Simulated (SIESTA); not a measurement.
This SIESTA 5.4.2 run on WC (Qusongite) needs a look.

WC.fdf

```
SystemName                      Qusongite
SystemLabel                     WC
NumberOfSpecies                 2
NumberOfAtoms                   2
%block ChemicalSpeciesLabel
  1  74 W
  2   6 C
%endblock ChemicalSpeciesLabel

UseStructFile                   true

%block kgrid.MonkhorstPack
   10   0   0  0.0
    0  10   0  0.0
    0   0   9  0.0
%endblock kgrid.MonkhorstPack
XC.Functional                   GGA
XC.Authors                      PBE
PAO.BasisSize                   DZP
PAO.EnergyShift                 0.003 Ry
Mesh.Cutoff                     800 Ry
OccupationFunction              FD
ElectronicTemperature           5 eV
MaxSCFIterations                75
SCF.MustConverge                false
SCF.Mixer.Method                Pulay
SCF.Mixer.Weight                0.25
SCF.Mixer.History               8
SCF.DM.Tolerance                5.0e-05
SCF.H.Tolerance                 1.0e-03 eV
WriteForces                     true
Charge.Mulliken                 end
%block PAO.Basis
  W 5
  n=5 0 2
    3.045 0.000
  n=6 0 2
    7.641 0.000
  n=5 1 2
    3.655 0.000
  n=6 1 1
    7.641
  n=5 2 2
    6.655 0.000
%endblock PAO.Basis
```

WC.STRUCT_IN

```
   2.9065000000     0.0000000000     0.0000000000
  -1.4532500000     2.5171028361     0.0000000000
   0.0000000000     0.0000000000     2.8366000000
2
1  74    0.0000000000     0.0000000000     0.0000000000
2   6    0.6666666667     0.3333333333     0.5000000000
```

Potentials or basis: PseudoDojo 0.4 standard (PBE files), DZP (energy shift 0.003 Ry; two zetas on semicore shells).

The run is started by

```console
$ siesta WC.fdf > WC.out 2>&1
```

WC.out:

```text
Version         : 5.4.2

                           ***********************
                           *  WELCOME TO SIESTA  *
                           ***********************

 NOTE: Siesta V5 introduces some new defaults for basis-set generation
 NOTE: which might lead to slightly different numerical results.
 NOTE: Please see the manual for full details and compatibility measures.

reinit: Reading from file WC.fdf

reinit: -----------------------------------------------------------------------
reinit: System Name: Qusongite
reinit: -----------------------------------------------------------------------
reinit: System Label: WC
reinit: -----------------------------------------------------------------------

initatom: Reading input for the pseudopotentials and atomic orbitals ----------
Species number:   1 Atomic number:   74 Label: W
Species number:   2 Atomic number:    6 Label: C

Ground state valence configuration (from tables):   6s02  6p00  5d04  5f00
Ground state valence configuration (from tables):   2s02  2p02  3d00  4f00

---- Processing specs for species: W
Reading pseudopotential information in PSML from:
[... 662 lines left out ...]
siesta:           1.32736341          1.32736339  eV/Ang**3
siesta:        2126.67063808       2126.67061120  kBar

Basis Enthalpy Calculation:
    Basis Pressure for species 1(W) :      0.2000000 GPa
    Basis Pressure for species 2(C) :      0.2000000 GPa

    Orbital volume contribution        =           1.759204 eV
    (Free)E + p_basis*V_orbitals       =       -2257.795419 eV
    (Free)Eharris+ p_basis*V_orbitals  =       -2257.795516 eV

mulliken: Atomic and Orbital Populations:

Species: W
Atom  Qatom  Qorb
               5s      5s      6s      6s      5py     5pz     5px     5py
               5pz     5px     6py     6pz     6px     5dxy    5dyz    5dz2
               5dxz    5dx2-y2 5dxy    5dyz    5dz2    5dxz    5dx2-y2
   1 12.926   1.873   0.014   0.130   0.196   1.977   1.982   1.977   0.007
              0.005   0.007   0.177   0.183   0.177   0.944   0.693   0.942

              0.693   0.944  -0.071   0.107  -0.068   0.107  -0.071

Species: C
Atom  Qatom  Qorb
               2s      2s      2py     2pz     2px     2py     2pz     2px
               3Pdxy   3Pdyz   3Pdz2   3Pdxz   3Pdx2-y2
   2  5.074   1.971  -0.347   0.861   0.575   0.861   0.197   0.466   0.197
              0.057   0.058   0.064   0.058   0.057

mulliken: Qtot =       18.000

Mulliken Atomic Populations:
Atom #   charge [q] valence [e]  Species
     1     1.074209   12.925791  W
     2    -1.074209    5.074209  C
 Total     0.000000

Job completed
```

Task: How did it end, and where is the flaw?

Result: The run converged. The input holds a flaw that was put in on purpose: electronic temperature far too high (ElectronicTemperature = 5 eV). The program doesn't stop on it, so the numbers can't be trusted though the run ends normally.
